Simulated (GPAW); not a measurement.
**KI (Fm-3m): G0W0 with GPAW, start to end**

Wanted: ground state, empty states, screening and self-energy for KI (Fm-3m).

Method: PBE and many-body steps on it, plane waves, in GPAW 26.7.0.

## Step 1: Starting point

Symmetry: Fm-3m, No. 225, cubic system. Conventional cell: a = 7.066 Å, b = 7.066 Å, c = 7.066 Å, α = 90.00°, β = 90.00°, γ = 90.00°. Nearest to K lie 6 I at 3.53 Å. I has 6 K at 3.53 Å nearest. Farther neighbours and most contacts between anions are not listed.

The cell and positions come from the Crystallography Open Database and are kept as given unless a step says otherwise. Spin-orbit coupling is left out unless a step names it.

## Step 2: Ground state

This step: GPAW 26.7.0; DFT, PBE, plane waves, PAW.

The ground-state density comes first.

Contents of run.py:

```python
import json
import numpy as np
from gpaw.mpi import world
from ase import Atoms
from gpaw import GPAW, PW, FermiDirac

atoms = Atoms(['K', 'I'],
    cell=[[0.0000000000, 3.5327750000, 3.5327750000],
      [3.5327750000, 0.0000000000, 3.5327750000],
      [3.5327750000, 3.5327750000, 0.0000000000]],
    scaled_positions=[[0.0000000000, 0.0000000000, 0.0000000000],
      [0.5000000000, 0.5000000000, 0.5000000000]],
    pbc=(True, True, True))
calc = GPAW(mode=PW(450),
    xc='PBE',
    kpts={'size': (6, 6, 6), 'gamma': True},
    occupations=FermiDirac(0.001),
    nbands=-7,
    convergence={'density': 1e-6, 'bands': -3},
    maxiter=100,
    txt='gs.txt')
atoms.calc = calc
res = {'energy': atoms.get_potential_energy()}
kpts = calc.get_ibz_k_points()
res['kpts'] = kpts
res['eigenvalues'] = [calc.get_eigenvalues(kpt=k) for k in range(len(kpts))]
res['n_electrons'] = calc.get_number_of_electrons()
calc.write('gs.gpw')

if world.rank == 0:
    with open('result.json', 'w') as f:
        json.dump(res, f, default=lambda x: x.tolist())
```

Launch:

```sh
$ mpirun -n 4 gpaw python run.py
```

Numbers of over 12 decimals in the logs are rounded to 6 here.

Output:

```text
__  _  _
 | _ |_)|_||  |
 |__||  | ||/\| - 26.7.0

Input parameters:
  mode=PW(ecut=450.000000),
  convergence={'density': 1e-06, 'bands': -3},
  kpts=MonkhorstPack(size=(6, 6, 6), gamma=True),
  maxiter=100,
  nbands=-7,
  occupations=Occupations(name='fermi-dirac', width=0.001, fixmagmom=False),
  xc=XC(name='PBE')
  [... matrices ...]
Diagonalizing LCAO Hamiltonian
Converting LCAO to pw mode

                   I

       K

Atoms  # Å, Bohr magnetons
|   | symbol |        x |        y |        z |    initial magnetic moments |
| 0 |      K | 0.000000 | 0.000000 | 0.000000 | ( 0.0000,  0.0000,  0.0000) |
| 1 |      I | 3.532775 | 3.532775 | 3.532775 | ( 0.0000,  0.0000,  0.0000) |

Unit cell  # Å
| periodic |        x |        y |        z |  lengths |    angles |
|      yes | 0.000000 | 3.532775 | 3.532775 | 4.996098 | 60.000000 |
|      yes | 3.532775 | 0.000000 | 3.532775 | 4.996098 | 60.000000 |
|      yes | 3.532775 | 3.532775 | 0.000000 | 4.996098 | 60.000000 |

Number of symmetries: 48
Symmetry operations  # r_c * U_cc + t_c -> r_c
|    | kind |            matrix            |
|  0 |  σ   |  1, 0, 0,  1, 0,-1,  1,-1, 0 |
|  1 |  C2  |  1, 0, 0,  1,-1, 0,  1, 0,-1 |
|  2 |  E   |  1, 0, 0,  0, 1, 0,  0, 0, 1 |
|  3 |  σ   |  1, 0, 0,  0, 0, 1,  0, 1, 0 |
|  4 |  C4  |  1, 0,-1,  1, 0, 0,  1,-1, 0 |
|  5 |  S6  |  1, 0,-1,  1,-1, 0,  1, 0, 0 |
|  6 |  σ   |  1, 0,-1,  0, 1,-1,  0, 0,-1 |
|  7 |  C3  |  1, 0,-1,  0, 0,-1,  0, 1,-1 |
|  8 |  S6  |  1,-1, 0,  1, 0, 0,  1, 0,-1 |
|  9 |  C4  |  1,-1, 0,  1, 0,-1,  1, 0, 0 |
| 10 |  C3  |  1,-1, 0,  0,-1, 1,  0,-1, 0 |
| 11 |  σ   |  1,-1, 0,  0,-1, 0,  0,-1, 1 |
| 12 |  σ   |  0, 1, 0,  1, 0, 0,  0, 0, 1 |
| 13 |  C4  |  0, 1, 0,  0, 1,-1, -1, 1, 0 |
| 14 |  C3  |  0, 1, 0,  0, 0, 1,  1, 0, 0 |
| 15 |  S6  |  0, 1, 0, -1, 1, 0,  0, 1,-1 |
| 16 |  C2  |  0, 1,-1,  1, 0,-1,  0, 0,-1 |
| 17 |  σ   |  0, 1,-1,  0, 1, 0, -1, 1, 0 |
| 18 |  S4  |  0, 1,-1,  0, 0,-1,  1, 0,-1 |
| 19 |  C4  |  0, 1,-1, -1, 1, 0,  0, 1, 0 |
| 20 |  C3  |  0, 0, 1,  1, 0, 0,  0, 1, 0 |
| 21 |  σ   |  0, 0, 1,  0, 1, 0,  1, 0, 0 |
| 22 |  S6  |  0, 0, 1,  0,-1, 1, -1, 0, 1 |
| 23 |  C4  |  0, 0, 1, -1, 0, 1,  0,-1, 1 |
| 24 |  S4  |  0, 0,-1,  1, 0,-1,  0, 1,-1 |
| 25 |  C3  |  0, 0,-1,  0, 1,-1,  1, 0,-1 |
| 26 |  C2  |  0, 0,-1,  0,-1, 0, -1, 0, 0 |
| 27 |  S6  |  0, 0,-1, -1, 0, 0,  0,-1, 0 |
| 28 |  S4  |  0,-1, 1,  1,-1, 0,  0,-1, 0 |
| 29 |  C4  |  0,-1, 1,  0, 0, 1, -1, 0, 1 |
| 30 |  C2  |  0,-1, 1,  0,-1, 0,  1,-1, 0 |
| 31 |  σ   |  0,-1, 1, -1, 0, 1,  0, 0, 1 |
| 32 |  C3  |  0,-1, 0,  1,-1, 0,  0,-1, 1 |
| 33 |  S6  |  0,-1, 0,  0, 0,-1, -1, 0, 0 |
| 34 |  S4  |  0,-1, 0,  0,-1, 1,  1,-1, 0 |
| 35 |  C2  |  0,-1, 0, -1, 0, 0,  0, 0,-1 |
| 36 |  C2  | -1, 1, 0,  0, 1, 0,  0, 1,-1 |
| 37 |  S6  | -1, 1, 0,  0, 1,-1,  0, 1, 0 |
| 38 |  S4  | -1, 1, 0, -1, 0, 1, -1, 0, 0 |
| 39 |  C3  | -1, 1, 0, -1, 0, 0, -1, 0, 1 |
| 40 |  S6  | -1, 0, 1,  0, 0, 1,  0,-1, 1 |
| 41 |  C2  | -1, 0, 1,  0,-1, 1,  0, 0, 1 |
| 42 |  C3  | -1, 0, 1, -1, 1, 0, -1, 0, 0 |
| 43 |  S4  | -1, 0, 1, -1, 0, 0, -1, 1, 0 |
| 44 |  C2  | -1, 0, 0,  0, 0,-1,  0,-1, 0 |
| 45 |  i   | -1, 0, 0,  0,-1, 0,  0, 0,-1 |
| 46 |  σ   | -1, 0, 0, -1, 1, 0, -1, 0, 1 |
| 47 |  C2  | -1, 0, 0, -1, 0, 1, -1, 1, 0 |

BZ-sampling:
  Number of BZ points: 216
  Number of IBZ points: 16

  Monkhorst-Pack size: [6, 6, 6]
  Monkhorst-Pack shift: [0.083333, 0.083333, 0.083333]

K-points  # in reciprocal-cell coordinates
|     |                                coordinates |     weight |
|   0 | (  0.00000000,   0.00000000,   0.00000000) | 0.00462963 |
|   1 | (  0.16666667,   0.16666667,   0.00000000) | 0.02777778 |
|   2 | (  0.16666667,   0.16666667,   0.16666667) | 0.03703704 |
|   3 | (  0.33333333,   0.16666667,   0.16666667) | 0.05555556 |
|   4 | (  0.33333333,   0.33333333,  -0.33333333) | 0.05555556 |
|   5 | (  0.33333333,   0.33333333,   0.00000000) | 0.02777778 |
|   6 | (  0.33333333,   0.33333333,   0.16666667) | 0.11111111 |
|   7 | (  0.33333333,   0.33333333,   0.33333333) | 0.03703704 |
|   8 | (  0.50000000,   0.33333333,  -0.33333333) | 0.11111111 |
|   9 | (  0.50000000,   0.33333333,  -0.16666667) | 0.05555556 |
| ... |                                            |            |
|  15 | (  0.50000000,   0.50000000,   0.50000000) | 0.01851852 |

Plane wave coefficients: 1932
Cutoff: 450.000000 eV

Spin-components: 1 (collinear spins)
Bands:           15
Projectors:      10
Spin-degeneracy: 2
Datatype:        complex128

  Storage: CPU
  Wave functions: 7_361_280 bytes (1_840_320 per core)
  Projectors: 10_305_792 bytes (2_576_448 per core)
  [... matrices ...]
Parallelization:
  kpt:    4
  domain: 1
  band:   1

Density:
  Valence electrons: 16.0
  Components: 1
  Grid points: [25 25 25]
  Charge: 0.0  # |e|

Potential:
  Grid points: [25 25 25]

species:
  K:
    name:    Potassium
    Z:       19.0
    valence: 9
    core:    10
    charge:  0.0  # [|e|]
    compensation charges:
      type: gauss
      rc: 0.35  # [Å]
      lmax: 2
    cutoffs:
      filter: 1.91  # [Å]
      core: 1.27  # [Å]
    projectors
    | kind |    occ | energy [eV] | rcut [Å] |
    |   3s |  2.000 |     -35.338 |    1.122 |
    |   4s |  1.000 |      -2.319 |    1.122 |
    |   3p |  6.000 |     -18.813 |    1.106 |
    |    p |        |       8.398 |    1.106 |
    |    d |        |       0.000 |    0.937 |

    Using partial waves for K as LCAO basis

  I:
    name:    Iodine
    Z:       53.0
    valence: 7
    core:    46
    charge:  0.0  # [|e|]
    compensation charges:
      type: gauss
      rc: 0.37  # [Å]
      lmax: 2
    cutoffs:
      filter: 2.06  # [Å]
      core: 2.90  # [Å]
    projectors
    | kind |    occ | energy [eV] | rcut [Å] |
    |   5s |  2.000 |     -17.382 |    1.164 |
    |   5p |  5.000 |      -7.088 |    1.164 |
    |    s |        |       9.829 |    1.164 |
    |    p |        |      20.123 |    1.164 |
    |    d |        |       0.000 |    1.164 |

    Using partial waves for I as LCAO basis

Reference energy: -209923.048885  # eV

eigensolver:
  PPCG
  Converge bands: -3
  niter=2

density mixing:
  MSR1-Mixer
  Pratt-step length: 0.05
  Maximum mixing coefficient: 0.75
  Old densities: 10
  SVD Regularization: 0.005
  Good broyden scale: 1.0
  Trust region scale: 1.0
  Backstep threshold: 4.0
  History deletion threshold: 6.0
  Fourier metric: weight=20.0, sigma=0.015

occupation numbers:
  Fermi-Dirac:
    width: 0.0010  # eV

poisson solver:
  ecut: 3600.000000  # eV

xc functional:
  name: PBE with 2 nearest neighbor stencil

Initialization done in: 1.360 s

convergence criteria:
- Maximum integral of absolute [dens]ity change: 1e-06 electrons / valence electron
- Maximum [total energy] change in last 3 cyles: 0.0005 eV / valence electron
- Maximum integral of absolute [eigenst]ate change: 4e-08 eV^2 / valence electron
maximum number of iterations: 100

SCF iterations
|iter     |     time |      energy | eigst |  dens |
|iter:   1|  |   -5.784516 | +1.62 |       |
|iter:   2|  |   -5.774896 | +0.35 | -1.36 |
|iter:   3|  |   -5.707483 | -0.22 | -1.39 |
|iter:   4|  |   -5.709593 | -0.75 | -1.77 |
|iter:   5|  |   -5.710604c| -1.02 | -2.17 |
|iter:   6|  |   -5.710666c| -1.72 | -2.91 |
|iter:   7|  |   -5.710670c| -2.35 | -3.63 |
|iter:   8|  |   -5.710670c| -2.81 | -4.10 |
|iter:   9|  |   -5.710670c| -3.37 | -5.22 |
|iter:  10|  |   -5.710670c| -3.76 | -5.61 |
|iter:  11|  |   -5.710670c| -4.50 | -6.82c|
|iter:  12|  |   -5.710670c| -4.97 | -7.31c|
|iter:  13|  |   -5.710670c| -5.45 | -8.13c|
|iter:  14|  |   -5.710670c| -5.93 | -8.80c|
|iter:  15|  |   -5.710670c| -6.62 | -9.80c|
|iter:  16|  |   -5.710670c| -7.18 |-10.19c|
|iter:  17|  |   -5.710670c| -7.80c|-10.52c|

Converged in 17 steps
SCF loop duration: 2.507 s (0.147 s/step)
Energy contributions relative to reference atoms: (reference = -209923.048885)
  [... matrices ...]
Energy contributions:
  Kinetic:           5.203088
  Coulomb:          -4.496480
  Zero:             -0.651116
  External:          0.000000
  Xc:               -5.766162
  Entropy:          -0.000000
  Spinorbit:         0.000000
  ----------------------------
  Free energy:      -5.710670
  Extrapolated:     -5.710670

dipole moment: (-25.748593, -25.748593, -25.748593)  # |e|*Ang

Fermi level: 2.227
Eigenvalues  # (at kpt = [0.000, 0.000, 0.000])
| band index |      eig [eV] | occ [0-2] |
|          0 |       -28.001 |     2.000 |
|          1 |       -11.520 |     2.000 |
|          2 |       -11.520 |     2.000 |
|          3 |       -11.520 |     2.000 |
|          4 |       -10.004 |     2.000 |
|          5 |         0.472 |     2.000 |
|          6 |         0.472 |     2.000 |
|          7 |         0.472 |     2.000 |
|          8 |         4.449 |     0.000 |
|          9 |         6.979 |     0.000 |
|         10 |         6.979 |     0.000 |
|         11 |         6.979 |     0.000 |
|         12 |         7.692 |     0.000 |
|         13 |         7.692 |     0.000 |
|         14 |        10.333 |     0.000 |

Gap: 3.977 eV
Transition (v -> c):
  (s=0, k=0, n=7, [0.00, 0.00, 0.00]) -> (s=0, k=0, n=8, [0.00, 0.00, 0.00])
No difference between direct/indirect transitions
# Writing to gs.gpw (mode='')
  [... matrices ...]
```

Elapsed: 5.5 s, on 4 MPI ranks of Intel Xeon 6975P-C (Granite Rapids), shared host; peak memory 0.67 GiB.

Numbers from this step:

| Item | Value |
| --- | --- |
| total energy | -5.711 eV |
| gap | 3.977 eV |
| k of the valence top | 0, 0, 0 |
| k of the conduction bottom | 0, 0, 0 |
| least direct gap | 3.977 eV |

The gap is direct, at Γ.

## Step 3: Bands along the symmetry lines

The cheap functional maps the bands first; the places of the edges decide which points the dearer methods must see.

Contents of run.py:

```python
import json
import numpy as np
from gpaw.mpi import world
from gpaw import GPAW

path = [[0.000000, 0.000000, 0.000000],
    [0.062500, 0.000000, 0.062500],
    [0.125000, 0.000000, 0.125000],
    [0.187500, 0.000000, 0.187500],
    [0.250000, 0.000000, 0.250000],
    [0.312500, 0.000000, 0.312500],
    [0.375000, 0.000000, 0.375000],
    [0.437500, 0.000000, 0.437500],
    [0.500000, 0.000000, 0.500000],
    [0.515625, 0.031250, 0.515625],
    [0.531250, 0.062500, 0.531250],
    [0.546875, 0.093750, 0.546875],
    [0.562500, 0.125000, 0.562500],
    [0.578125, 0.156250, 0.578125],
    [0.593750, 0.187500, 0.593750],
    [0.609375, 0.218750, 0.609375],
    [0.625000, 0.250000, 0.625000],
    [0.375000, 0.375000, 0.750000],
    [0.328125, 0.328125, 0.656250],
    [0.281250, 0.281250, 0.562500],
    [0.234375, 0.234375, 0.468750],
    [0.187500, 0.187500, 0.375000],
    [0.140625, 0.140625, 0.281250],
    [0.093750, 0.093750, 0.187500],
    [0.046875, 0.046875, 0.093750],
    [0.000000, 0.000000, 0.000000],
    [0.062500, 0.062500, 0.062500],
    [0.125000, 0.125000, 0.125000],
    [0.187500, 0.187500, 0.187500],
    [0.250000, 0.250000, 0.250000],
    [0.312500, 0.312500, 0.312500],
    [0.375000, 0.375000, 0.375000],
    [0.437500, 0.437500, 0.437500],
    [0.500000, 0.500000, 0.500000],
    [0.500000, 0.468750, 0.531250],
    [0.500000, 0.437500, 0.562500],
    [0.500000, 0.406250, 0.593750],
    [0.500000, 0.375000, 0.625000],
    [0.500000, 0.343750, 0.656250],
    [0.500000, 0.312500, 0.687500],
    [0.500000, 0.281250, 0.718750],
    [0.500000, 0.250000, 0.750000],
    [0.500000, 0.218750, 0.718750],
    [0.500000, 0.187500, 0.687500],
    [0.500000, 0.156250, 0.656250],
    [0.500000, 0.125000, 0.625000],
    [0.500000, 0.093750, 0.593750],
    [0.500000, 0.062500, 0.562500],
    [0.500000, 0.031250, 0.531250],
    [0.500000, 0.000000, 0.500000]]
calc = GPAW('gs.gpw').fixed_density(kpts=path,
    symmetry='off',
    nbands=18,
    convergence={'bands': 14},
    txt='bands.txt')
res = {}
kpts = calc.get_ibz_k_points()
res['kpts'] = kpts
res['eigenvalues'] = [calc.get_eigenvalues(kpt=k) for k in range(len(kpts))]
res['n_electrons'] = calc.get_number_of_electrons()

if world.rank == 0:
    with open('result.json', 'w') as f:
        json.dump(res, f, default=lambda x: x.tolist())
```

Launch:

```sh
$ mpirun -n 4 gpaw python run.py
```

Output:

```text
Diagonalizing LCAO Hamiltonian
Converting LCAO to pw mode
convergence criteria:
- Maximum integral of absolute [eigenst]ate change: 4e-08 eV^2 / valence electron
maximum number of iterations: 100

SCF iterations
|iter     |     time |      energy | eigst |  dens |
|iter:   1|  |             | +2.00 |       |
|iter:   2|  |             | +1.03 |       |
|iter:   3|  |             | +0.21 |       |
[...]
|iter:  11|  |             | -6.63 |       |
|iter:  12|  |             | -7.12 |       |
|iter:  13|  |             | -7.57c|       |
SCF steps: 13
  __  _  _
 | _ |_)|_||  |
 |__||  | ||/\| - 26.7.0

Input parameters:
  mode=PW(ecut=450.000000),
  convergence={'bands': 14},
  gpts=array([25, 25, 25]),
  kpts=KPoints(kpts=array([[0.      , 0.      , 0.      ],
         [0.0625  , 0.      , 0.0625  ],
         [0.125   , 0.      , 0.125   ],
         [0.1875  , 0.      , 0.1875  ],
[...]
[0.515625, 0.03125 , 0.515625],
[...]
[0.546875, 0.09375 , 0.546875],
[...]
[0.578125, 0.15625 , 0.578125],
[...]
[0.609375, 0.21875 , 0.609375],
[...]
[0.328125, 0.328125, 0.65625 ],
[...]
[0.234375, 0.234375, 0.46875 ],
[...]
[0.140625, 0.140625, 0.28125 ],
[...]
[0.046875, 0.046875, 0.09375 ],
[...]
[0.5     , 0.0625  , 0.5625  ],
         [0.5     , 0.03125 , 0.53125 ],
         [0.5     , 0.      , 0.5     ]])),
  maxiter=100,
  nbands=18,
  occupations=Occupations(name='fermi-dirac', width=0.001, fixmagmom=False),
  parallel={},
  symmetry=Symmetry(point_group=False, time_reversal=False),
  xc=XC(name='PBE')
  [... matrices ...]
timing:  # [seconds]
  Total: 0.063  # ━━━━━━━━━━━━━━━━━━━━━━━━━━━━━━━━━━━━━━━━━━━━━━━━━━━━━━━━━━━
```

Run time: 7.4 s. Hardware: 4 MPI ranks; peak memory 0.72 GiB.

This step gave:

```
gap                        : 3.977 eV
k of the valence top       : 0, 0, 0
k of the conduction bottom : 0, 0, 0
least direct gap           : 3.977 eV
```

The gap is 3.977 eV, as in the run before at this level.

Electronic bands along the path, in eV, zero at the top of the highest filled band; v1 is the highest filled band, c1 the lowest empty one:

| point | v4 | v3 | v2 | v1 | c1 | c2 | c3 | c4 |
| --- | --- | --- | --- | --- | --- | --- | --- | --- |
| Γ | -10.48 | 0.00 | 0.00 | 0.00 | 3.98 | 6.51 | 6.51 | 6.51 |
| halfway | -10.34 | -0.78 | -0.21 | -0.21 | 5.30 | 5.54 | 7.60 | 7.90 |
| X | -10.33 | -1.00 | -0.37 | -0.37 | 4.95 | 5.78 | 8.09 | 8.69 |
| halfway | -10.32 | -0.96 | -0.49 | -0.37 | 5.15 | 6.02 | 8.20 | 8.34 |
| U | -10.28 | -0.85 | -0.75 | -0.38 | 5.62 | 6.65 | 7.63 | 8.28 |
| jump to K | -10.28 | -0.85 | -0.75 | -0.38 | 5.62 | 6.65 | 7.63 | 8.28 |
| halfway | -10.30 | -0.87 | -0.30 | -0.24 | 5.55 | 6.30 | 7.21 | 7.40 |
| Γ | -10.48 | 0.00 | 0.00 | 0.00 | 3.98 | 6.51 | 6.51 | 6.51 |
| halfway | -10.33 | -0.76 | -0.17 | -0.17 | 5.07 | 6.58 | 7.12 | 7.12 |
| L | -10.20 | -1.32 | -0.33 | -0.33 | 5.53 | 7.72 | 8.16 | 8.16 |
| halfway | -10.24 | -1.10 | -0.54 | -0.39 | 6.05 | 6.86 | 7.40 | 8.27 |
| W | -10.27 | -0.73 | -0.73 | -0.60 | 6.48 | 6.48 | 6.65 | 8.19 |
| halfway | -10.30 | -0.92 | -0.48 | -0.48 | 5.37 | 6.18 | 7.89 | 8.31 |
| X | -10.33 | -1.00 | -0.37 | -0.37 | 4.95 | 5.78 | 8.09 | 8.69 |

The electronic bands as a text plot (rows in eV, shown from -8.0 to 7.2 only):

```
    6.9 |++++             ++++  ++++++++ ++++++      ++++++++
    6.3 |++++          +++ ++++++++++++++++++         +++++++++
    5.6 |    ++++++++++  ++     +              +++++++      ++ ++
    5.0 |    ++++++++++++        ++        ++++               +++
    4.4 | +++                      +++  +++
    3.7 |+                            ++
    3.1 |
    2.5 |
    1.8 |
    1.2 |
    0.6 |
   -0.1 |**********************************************         *
   -0.7 |    **********************        ****     *************
   -1.3 |                                      ********
   -2.0 |
   -2.6 |
   -3.2 |
   -3.9 |
   -4.5 |
   -5.1 |
   -5.8 |
   -6.4 |
   -7.0 |
   -7.7 |
         Γ           X  U|K            Γ         L        W     X
```

## Step 4: Empty states on the mesh, 4×4×4 mesh, 473 bands

The sums over transitions need many empty states on a uniform mesh; this step solves for them.

Contents of run.py:

```python
import json
import numpy as np
from gpaw.mpi import world
from gpaw import GPAW

calc = GPAW('gs.gpw').fixed_density(kpts={'size': (4, 4, 4), 'gamma': True},
    parallel={'domain': 1, 'band': 1},
    txt='nscf.txt')
calc.diagonalize_full_hamiltonian(nbands=473)
calc.write('full.gpw', mode='all')
res = {}
kpts = calc.get_ibz_k_points()
res['kpts'] = kpts
res['eigenvalues'] = [calc.get_eigenvalues(kpt=k) for k in range(len(kpts))]
res['n_electrons'] = calc.get_number_of_electrons()

if world.rank == 0:
    with open('result.json', 'w') as f:
        json.dump(res, f, default=lambda x: x.tolist())
```

Launch:

```sh
$ mpirun -n 4 gpaw python run.py
```

Output:

```text
Diagonalizing LCAO Hamiltonian
Converting LCAO to pw mode
convergence criteria:
- Maximum integral of absolute [eigenst]ate change: 4e-08 eV^2 / valence electron
maximum number of iterations: 100

SCF iterations
|iter     |     time |      energy | eigst |  dens |
|iter:   1|  |             | +1.58 |       |
|iter:   2|  |             | +0.50 |       |
|iter:   3|  |             | -0.15 |       |
[...]
|iter:  25|  |             | -7.00 |       |
|iter:  26|  |             | -7.22 |       |
|iter:  27|  |             | -7.43c|       |
SCF steps: 27
  __  _  _
 | _ |_)|_||  |
 |__||  | ||/\| - 26.7.0

Input parameters:
  mode=PW(ecut=450.000000),
  convergence={'density': 1e-06, 'bands': -3},
  gpts=array([25, 25, 25]),
  kpts=MonkhorstPack(size=(4, 4, 4), gamma=True),
  maxiter=100,
  nbands=15,
  occupations=Occupations(name='fermi-dirac', width=0.001, fixmagmom=False),
  parallel={'domain': 1, 'band': 1},
  xc=XC(name='PBE')
Matrix size: 1924x1924
# Writing to full.gpw (mode='all')
  [... matrices ...]

timing:  # [seconds]
  Total: 9.186  # ━━━━━━━━━━━━━━━━━━━━━━━━━━━━━━━━━━━━━━━━━━━━━━━━━━━━━━━━━━━
```

Run time: 15 s. Hardware: 4 MPI ranks; peak memory 1.8 GiB.

This step gave:

* gap: 3.977 eV
* k of the valence top: 0, 0, 0
* k of the conduction bottom: 0, 0, 0
* least direct gap: 3.977 eV
* k points computed: 8
* lowest point of the top converged band, above the valence top: 167.6972 eV

On this mesh the gap is 3.977 eV.

(Part 1 of 2 ends here.)

[Paths, hosts, dates, memory and timing lines, banners, echoed tables and standing remarks are left out of the program output.]

[Logs are printed without paths, hosts, clocks, repeated set-up lines and the standing remarks that a program may print on its own settings, such as how far it seeks lower states.]

[Runs of the session that timed out or met a known fault of the program may be left out.]

[Hosts, paths, dates, database ids (printed as entryN), source tags and the programs' standing remarks are cut or masked in the printed files.]
